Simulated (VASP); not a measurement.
Write the native input for VASP 6.6.1 that does the following.

| Property | Result |
| --- | --- |
| Task | relaxation of cell and atoms |
| Functional | r2SCAN |
| Potentials or basis | VASP PAW PBE potentials, release 64 (Na_pv, H) |
| Cutoff | 600 eV |
| k mesh | 10 × 10 × 10 |
| Occupations | gaussian, width 0.02 eV |
| Spin | no spin polarisation |
| Further INCAR settings | ALGO = Normal; EDIFF = 1e-07; IBRION = 2; EDIFFG = -0.004; NSW = 80; ISIF = 3 |

The structure of NaH lies in POSCAR:

```
NaH
1.0
    0.0000000000      2.4400000000      2.4400000000
    2.4400000000      0.0000000000      2.4400000000
    2.4400000000      2.4400000000      0.0000000000
Na H
1 1
Direct
    0.0000000000      0.0000000000      0.0000000000
    0.5000000000      0.5000000000      0.5000000000
```

The input as run:

INCAR

```
ALGO     = Normal         # electronic algorithm
EDIFF    = 1E-7           # SCF threshold, eV
EDIFFG   = -0.004         # ionic threshold
ENCUT    = 600            # plane-wave cutoff, eV
IBRION   = 2              # ionic algorithm
ISIF     = 3              # what is computed and relaxed
ISMEAR   = 0              # smearing method
LASPH    = T              # aspherical terms in the spheres
LCHARG   = F              # write CHGCAR
LMIXTAU  = T            
LREAL    = F              # projectors in reciprocal space
LWAVE    = F              # write WAVECAR
METAGGA  = R2SCAN         # meta-GGA
NELM     = 60             # most SCF steps
NSW      = 80             # ionic steps
PREC     = Accurate       # precision mode
SIGMA    = 0.02           # smearing width, eV
```

KPOINTS

```
k-points
0
Gamma
  10 10 10
```

Potentials or basis: VASP PAW PBE potentials, release 64 (Na_pv, H).

Run with:

```console
$ cat potpaw_PBE.64/Na_pv/POTCAR potpaw_PBE.64/H/POTCAR > POTCAR
$ mpirun -np 1 vasp_std > vasp.out
```

It gave:

```yaml
Relaxed_volume: 13.63 Å³/atom
Relaxed_cell: a = 3.378 Å, b = 3.378 Å, c = 3.378 Å, α = 60.00°, β = 60.00°, γ = 60.00°
Space_group_after_relaxing_to_0.05_Å: Fm-3m (No. 225)
Energy_gained_by_relaxing: 4.2 meV/atom
Ionic_steps: 6
Pressure_after_relaxing: 0.0 GPa
Band_gap_on_the_k_mesh: 4.45 eV, indirect (least direct gap 5.28 eV)
```

Caveat: the PAW data sets were made with another functional, which shifts forces and pressure a little.

Run time: 2.2 min on 1 thread of Intel(R) Xeon(R) 6975P-C (Granite Rapids) (shared host), peak memory 0.16 GiB.
